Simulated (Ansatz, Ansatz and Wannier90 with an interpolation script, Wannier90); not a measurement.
# InAs (F-43m): what limits a Wannier interpolation of GW, part 2 of 3

Wanted: errors and cost of interpolated bands of InAs (F-43m) under coarser or faulty settings.

Wannier90 4.0.3; maximally localised Wannier functions from the overlaps of r2SCAN states (plane waves, PAW). Known limits of the many-body steps: not at the basis limit; screening runs away on this mesh; no spin-orbit coupling; coarse k mesh.

So far. Step 2 (Wannier model on 12×12×12, by Wannier90): Near the gap the model misses directly solved bands by 4.2 meV r.m.s. and by 38 meV at most in the window tested. This tests the starting bands, not the corrections carried with them. Step 3 (Wannier model on 12×12×12, by the program's own …): Near the gap the model misses directly solved bands by 4.2 meV r.m.s. and by 38 meV at most in the window tested. This tests the starting bands, not the corrections carried with them.

The database entry behind the starting cell differs from later determinations by our own check (about 0.4 % short), so it need not match the best structure at ambient conditions.

### Step 4. Wannier model on 6×6×6, by Wannier90

This step: maximally localised Wannier functions from the overlaps of r2SCAN states (plane waves, PAW).

w.win reads:

```
num_iter = 1200
conv_tol = 1.0e-8
conv_window = 5
dis_num_iter = 4000
dis_conv_tol = 1.0e-8
dis_mix_ratio = 0.7
write_hr = true
use_ws_distance = false
num_print_cycles = 50
! ansatz wannier90 interface
! projections by site (counted from 0) and shell: 1 4P, 0 5S, 0 5P
! states of the run's bands (counted from 1): 1-22
num_bands = 22
num_wann  = 7
dis_win_min = 1.59
dis_win_max = 18.77
dis_froz_min = 1.59
dis_froz_max = 10.97
guiding_centres = true

begin unit_cell_cart
Ang
                      0.0                    3.018                    3.018
                    3.018                      0.0                    3.018
                    3.018                    3.018                      0.0
end unit_cell_cart

begin atoms_frac
In                       0.0                      0.0                      0.0
As                      0.75                     0.75                     0.75
end atoms_frac

mp_grid = 6 6 6

[... the mesh's points ...]
```

Launch:

```
$ OMP_NUM_THREADS=1 mpirun -n 8 wannier90.x w > wannier90.x.log
```

Numbers of over 12 decimals in the logs are rounded to 6 here.

What it wrote:

```text
[banner, memory and clock lines left out]
TEM
                                    ------

                              Lattice Vectors (Ang)
                    a_1     0.000000   3.018000   3.018000
                    a_2     3.018000   0.000000   3.018000
                    a_3     3.018000   3.018000   0.000000

                   Unit Cell Volume:      54.97784  (Ang^3)

                        Reciprocal-Space Vectors (Ang^-1)
                    b_1    -1.040952   1.040952   1.040952
                    b_2     1.040952  -1.040952   1.040952
                    b_3     1.040952   1.040952  -1.040952

 *----------------------------------------------------------------------------*
 |   Site       Fractional Coordinate          Cartesian Coordinate (Ang)     |
 +----------------------------------------------------------------------------+
 | in   1   0.00000   0.00000   0.00000   |    0.00000   0.00000   0.00000    |
 | as   1   0.75000   0.75000   0.75000   |    4.52700   4.52700   4.52700    |
 *----------------------------------------------------------------------------*
                                ------------
                                K-POINT GRID
                                ------------

             Grid size =  6 x  6 x  6      Total points =  216

 *---------------------------------- MAIN ------------------------------------*
 |  Number of Wannier Functions               :                 7             |
 |  Number of Objective Wannier Functions     :                 7             |
 |  Number of input Bloch states              :                22             |
 |  Output verbosity (1=low, 5=high)          :                 1             |
 |  Timing Level (1=low, 5=high)              :                 1             |
[...]
Sum of centres and spreads ( 13.581000, 13.581000, 13.581000 )    24.93268003

      1    -0.512E+00     0.5175022696       24.9326800275       0.08  <-- CONV
        O_D=      0.2469009 O_OD=      5.8719273 O_TOT=     24.9326800 <-- SPRD
 Delta: O_D= -0.1697783E-01 O_OD= -0.4950455E+00 O_TOT= -0.5120233E+00 <-- DLTA

             <<<     Delta < 1.000E-08  over  5 iterations     >>>
             <<< Wannierisation convergence criteria satisfied >>>

 Final State
[...]
WF centre and spread    6  (  0.000000,  0.000000,  0.000000 )     4.56505018
  WF centre and spread    7  ( -0.000000,  0.000000, -0.000000 )     4.56505018
  Sum of centres and spreads ( 13.581000, 13.581000, 13.581000 )    24.69854773

         Spreads (Ang^2)       Omega I      =    18.813851842
        ================       Omega D      =     0.254786709
                               Omega OD     =     5.629909179
    Final Spread (Ang^2)       Omega Total  =    24.698547730

 Writing checkpoint file w.chk... done

 *---------------------------------------------------------------------------*
 |                               PLOTTING                                    |
 *---------------------------------------------------------------------------*

 *===========================================================================*
 |                             TIMING INFORMATION                            |
 *===========================================================================*
 |    Tag                                                Ncalls      Time (s)|
 |---------------------------------------------------------------------------|
 |kmesh: get                                        :         1         0.048|
 |overlap: read                                     :         1         0.454|
 |dis: main                                         :         1         0.075|
 |wann: main                                        :         1         0.064|
 |plot: main                                        :         1         0.019|
 *---------------------------------------------------------------------------*
 All done: wannier90 exiting
```

Wall time 1.3 s (8 MPI ranks of Arm Neoverse V2, shared host).

Numbers from this step:

```
gauge-invariant spread     : 18.81 Å²
diagonal spread            : 0.2548 Å²
off-diagonal spread        : 5.630 Å²
total spread               : 24.70 Å²
disentanglement steps      : 70
r.m.s. interpolation error : 0.01844 eV
r.m.s. error near the gap  : 0.02451 eV
```

Near the gap the model misses directly solved bands by 24.5 meV r.m.s. and by 153 meV at most in the window tested. This tests the starting bands, not the corrections carried with them.

Frozen up to 3.28 eV; above it the model need not follow the bands. Electronic bands along the path, in eV, zero at the valence-band top; v1 is the highest filled band, c1 the lowest empty one:

```
    point     v3     v2     v1    c1    c2     c3     c4
        Γ   0.00   0.00   0.00  0.28  4.28   4.28   4.28
  halfway  -3.68  -1.47  -1.47  2.57  3.11   6.79   6.79
        X  -5.96  -2.41  -2.41  1.82  2.36  10.00  10.00
  halfway  -5.92  -2.82  -2.31  2.10  3.15   9.24   9.38
        U  -5.82  -3.37  -2.02  2.42  4.85   7.93   8.19
jump to K  -5.82  -3.37  -2.02  2.42  4.85   7.93   8.19
  halfway  -4.11  -2.08  -0.60  2.76  5.13   5.23   5.81
        Γ   0.00   0.00   0.00  0.28  4.28   4.28   4.28
  halfway  -3.72  -0.58  -0.58  1.63  5.08   5.08   5.79
        L  -5.91  -1.02  -1.02  1.34  5.05   5.05   7.46
  halfway  -5.74  -2.80  -1.69  3.17  4.49   6.23   7.70
        W  -5.80  -3.07  -2.98  4.60  4.72   5.53   9.13
  halfway  -5.88  -2.74  -2.70  2.78  3.45   7.95   9.65
        X  -5.96  -2.41  -2.41  1.82  2.36  10.00  10.00
```

The same for Kohn-Sham, solved directly:

```
point     v3     v2     v1    c1    c2    c3     c4
    Γ   0.00   0.00   0.00  0.28  4.28  4.28   4.28
    X  -5.96  -2.41  -2.41  1.82  2.36  9.88  10.00
    U  -5.81  -3.38  -2.02  2.42  4.65  7.89   7.95
    K  -5.81  -3.38  -2.02  2.42  4.65  7.89   7.95
    Γ   0.00   0.00   0.00  0.28  4.28  4.28   4.28
    L  -5.91  -1.02  -1.02  1.34  5.05  5.05   7.30
    W  -5.80  -3.06  -2.96  4.59  4.63  5.51   6.51
    X  -5.96  -2.41  -2.41  1.82  2.36  9.88  10.00
```

The first set of electronic bands as a text plot (rows in eV, shown from -6.0 to 4.3 only):

```
    4.1 |++                          +++                +   +
    3.6 |  +            +                              +    ++
    3.2 |   +  ++      +                              +      ++
    2.8 |    ++  +++       ++++++                    +
    2.4 |   +  ++   +++ +++      +                  +         +++
    1.9 |  +     +++++++          ++               +           ++
    1.5 |                           +    ++++++++++
    1.1 | +                          +
    0.7 |                               +
    0.2 |+                            ++
   -0.2 |***                     **********
   -0.6 | * *                   *   **  *  ***
   -1.1 |    **              ***  **          *******
   -1.5 |  *   *            *    *  *    *         * **
   -1.9 |       **       ***    *                   *  *
   -2.3 |   *     *******                 *          *  *      **
   -2.8 |    **        *       *  **       *          *  * ****
   -3.2 |               *** ***  *                     *****
   -3.6 |      *           *                *
   -4.0 |                       *
   -4.5 |       *                            *
   -4.9 |        *             *              *
   -5.3 |         **        ***                *
   -5.7 |           ********                    *****************
         Γ           X  U|K            Γ         L        W     X
```

### Step 5. A faulty Wannier input

w.win: that of step 4 with these lines changed.

```diff
@@ -16,4 +16,2 @@
 dis_win_max = 18.77
-dis_froz_min = 1.59
-dis_froz_max = 10.97
 guiding_centres = true
```

What it wrote:

```text
[banner, memory and clock lines left out]
TEM
                                    ------

                              Lattice Vectors (Ang)
                    a_1     0.000000   3.018000   3.018000
                    a_2     3.018000   0.000000   3.018000
                    a_3     3.018000   3.018000   0.000000

                   Unit Cell Volume:      54.97784  (Ang^3)

                        Reciprocal-Space Vectors (Ang^-1)
                    b_1    -1.040952   1.040952   1.040952
                    b_2     1.040952  -1.040952   1.040952
                    b_3     1.040952   1.040952  -1.040952

 *----------------------------------------------------------------------------*
 |   Site       Fractional Coordinate          Cartesian Coordinate (Ang)     |
 +----------------------------------------------------------------------------+
 | in   1   0.00000   0.00000   0.00000   |    0.00000   0.00000   0.00000    |
 | as   1   0.75000   0.75000   0.75000   |    4.52700   4.52700   4.52700    |
 *----------------------------------------------------------------------------*
                                ------------
                                K-POINT GRID
                                ------------

             Grid size =  6 x  6 x  6      Total points =  216

 *---------------------------------- MAIN ------------------------------------*
 |  Number of Wannier Functions               :                 7             |
 |  Number of Objective Wannier Functions     :                 7             |
 |  Number of input Bloch states              :                22             |
 |  Output verbosity (1=low, 5=high)          :                 1             |
 |  Timing Level (1=low, 5=high)              :                 1             |
[...]
Sum of centres and spreads ( 13.581000, 13.581000, 13.581000 )    24.25508716

      1    -0.545E+00     0.5126450913       24.2550871593       0.08  <-- CONV
        O_D=      0.2039679 O_OD=      5.7715800 O_TOT=     24.2550872 <-- SPRD
 Delta: O_D= -0.3030711E-02 O_OD= -0.5422585E+00 O_TOT= -0.5452892E+00 <-- DLTA

             <<<     Delta < 1.000E-08  over  5 iterations     >>>
             <<< Wannierisation convergence criteria satisfied >>>

 Final State
[...]
WF centre and spread    6  (  0.000000,  0.000000,  0.000000 )     4.47288671
  WF centre and spread    7  ( -0.000000,  0.000000, -0.000000 )     4.47288671
  Sum of centres and spreads ( 13.581000, 13.581000, 13.581000 )    23.99333706

         Spreads (Ang^2)       Omega I      =    18.279539232
        ================       Omega D      =     0.202770605
                               Omega OD     =     5.511027226
    Final Spread (Ang^2)       Omega Total  =    23.993337064

 Writing checkpoint file w.chk... done

 *---------------------------------------------------------------------------*
 |                               PLOTTING                                    |
 *---------------------------------------------------------------------------*

 *===========================================================================*
 |                             TIMING INFORMATION                            |
 *===========================================================================*
 |    Tag                                                Ncalls      Time (s)|
 |---------------------------------------------------------------------------|
 |kmesh: get                                        :         1         0.048|
 |overlap: read                                     :         1         0.452|
 |dis: main                                         :         1         0.079|
 |wann: main                                        :         1         0.065|
 |plot: main                                        :         1         0.019|
 *---------------------------------------------------------------------------*
 All done: wannier90 exiting
```

It took 1.3 s on 8 MPI ranks.

This step gave:

```
gauge-invariant spread     : 18.28 Å²
diagonal spread            : 0.2028 Å²
off-diagonal spread        : 5.511 Å²
total spread               : 23.99 Å²
disentanglement steps      : 65
r.m.s. interpolation error : 0.2297 eV
r.m.s. error near the gap  : 0.3173 eV
```

No frozen window. Electronic bands along the path, in eV, zero at the valence-band top; v1 is the highest filled band, c1 the lowest empty one:

```
    point     v3     v2     v1    c1    c2     c3     c4
        Γ   0.00   0.00   0.00  0.32  4.28   4.28   4.28
  halfway  -3.67  -1.47  -1.47  2.76  3.25   6.78   6.78
        X  -5.96  -2.41  -2.41  1.82  3.42  10.00  10.00
  halfway  -5.92  -2.81  -2.30  2.21  3.81   9.26   9.45
        U  -5.82  -3.37  -2.01  2.65  4.95   7.93   8.25
jump to K  -5.82  -3.37  -2.01  2.65  4.95   7.93   8.25
  halfway  -4.10  -2.08  -0.56  2.85  5.18   5.21   5.92
        Γ   0.00   0.00   0.00  0.32  4.28   4.28   4.28
  halfway  -3.69  -0.52  -0.52  1.72  5.08   5.08   5.83
        L  -5.90  -1.02  -1.02  1.38  5.05   5.05   7.50
  halfway  -5.74  -2.79  -1.68  3.21  4.61   6.25   7.68
        W  -5.80  -3.06  -2.99  4.61  4.64   5.55   9.46
  halfway  -5.88  -2.72  -2.70  2.76  4.00   7.95   9.83
        X  -5.96  -2.41  -2.41  1.82  3.42  10.00  10.00
```

The same for Kohn-Sham, solved directly:

```
point     v3     v2     v1    c1    c2    c3     c4
    Γ   0.00   0.00   0.00  0.28  4.28  4.28   4.28
    X  -5.96  -2.41  -2.41  1.82  2.36  9.88  10.00
    U  -5.81  -3.38  -2.02  2.42  4.65  7.89   7.95
    K  -5.81  -3.38  -2.02  2.42  4.65  7.89   7.95
    Γ   0.00   0.00   0.00  0.28  4.28  4.28   4.28
    L  -5.91  -1.02  -1.02  1.34  5.05  5.05   7.30
    W  -5.80  -3.06  -2.96  4.59  4.63  5.51   6.51
    X  -5.96  -2.41  -2.41  1.82  2.36  9.88  10.00
```

The first set of electronic bands as a text plot (rows in eV, shown from -6.0 to 4.3 only):

```
    4.1 |+++            +             ++                +    +
    3.6 |   +         ++                               +    + +++
    3.2 |    +++++++++       +++                      +      +
    2.8 |    +++         ++++   +                    +
    2.4 |   +   +      ++        +++                +         +
    1.9 |  +     ++++++                    ++      +           ++
    1.5 |                           +    ++  ++++++
    1.1 | +                          +
    0.7 |                               +
    0.2 |+                            ++
   -0.2 |***                     ***********
   -0.6 | * *                   *   **  *   ***
   -1.1 |    **              ***  **           *****
   -1.5 |  *   *            *    *  *    *         ****
   -1.9 |       **       ***    *                   *  *
   -2.3 |   *     *******         **      *          *  *      **
   -2.8 |    **        *       *           *          *  *  ***
   -3.2 |               *** ***  *                     *****
   -3.6 |      *           *                *
   -4.0 |                       *
   -4.5 |       *                            *
   -4.9 |        *             *              *
   -5.3 |         **        ***                *
   -5.7 |           ********                    *****************
         Γ           X  U|K            Γ         L        W     X
```

The fault put into this input: nothing frozen.

### Step 6. G0W0: 6×6×6 mesh, 252 empty bands, screening to 160 eV

G0W0 replaces the xc potential by the self-energy, built once from these orbitals. Only a window of levels is corrected, while the sums run over the empty bands that the input names.

This step: G0W0 on r2SCAN, plane waves, PAW.

input.yaml reads:

```yaml
crystal:
  lattice:
    - [0.0, 3.018, 3.018]
    - [3.018, 0.0, 3.018]
    - [3.018, 3.018, 0.0]
  atoms:
    - { symbol: In, position: [0.0, 0.0, 0.0] }
    - { symbol: As, position: [0.75, 0.75, 0.75] }
kpoints:
  mp_grid: { grid: [6, 6, 6] }
hamiltonian:
  xc: r2scan
scf:
  occupations: { method: fixed }
gw:
  n_empty_bands: 252
  ecut_chi: 160.0
  qp_bands: [v3, c2]
  screening: { model: contour_deformation }
```

Launch:

```
$ ansatz run input.yaml --threads 12 --pin off --max-ram 22118MiB --backend cpu --events-out ev --progress --plain --runs-dir out
```

What it wrote:

```text
[...]
Crystal: 2 atoms, lattice volume = 54.978 Å³
Basis set: ecut = 500 eV, 1411 PW (Γ), exchange–correlation on 128×128×128 points (64 copies of the dense FFT grid, shifted against one another)
Bands: 18, of which v1, the nominal top of the filled ones, is band 14 counted from 1 (13 counted from 0)
Symmetry: 24 space group operations
[...]
k-points: 16 of 216 (time reversal used)
[...]
1    14      7.3733   -16.3319     1.0428   -14.9728  0.7397     7.0499     7.0569  root
[...]
15    13      4.7874   -15.1273     2.0504   -12.6995  0.7048     4.3975     4.4101  root
    15    14      4.8561   -14.6625     1.9448   -12.3402  0.7081     4.4662     4.4786  root
    15    15     11.0985    -6.8765    -3.9850   -10.6999  0.7505    10.9383    10.9369  root
    15    16     11.4920    -8.5874    -4.3288   -12.8961  0.7381    11.4720    11.4719  root
[key lines of the parts left out:]
SCF converged after 6 iterations
Free energy (F): -10477.149291 eV
Fermi energy:    7.694955 eV
```

Wall time 2.4 min (12 threads); peak memory 2.7 GiB; 23 min of CPU time.

The G0W0 gap on the mesh is 0.480 eV.

(Part 2 of 3 ends here.)

[Paths, hosts, dates, memory and timing lines, banners, echoed tables and standing remarks are left out of the program output.]

[Logs are printed without paths, hosts, clocks, repeated set-up lines and the standing remarks that a program may print on its own settings, such as how far it seeks lower states.]

[Runs of the session that timed out or met a known fault of the program may be left out.]

[Hosts, paths, dates, database ids (printed as entryN), source tags and the programs' standing remarks are cut or masked in the printed files.]
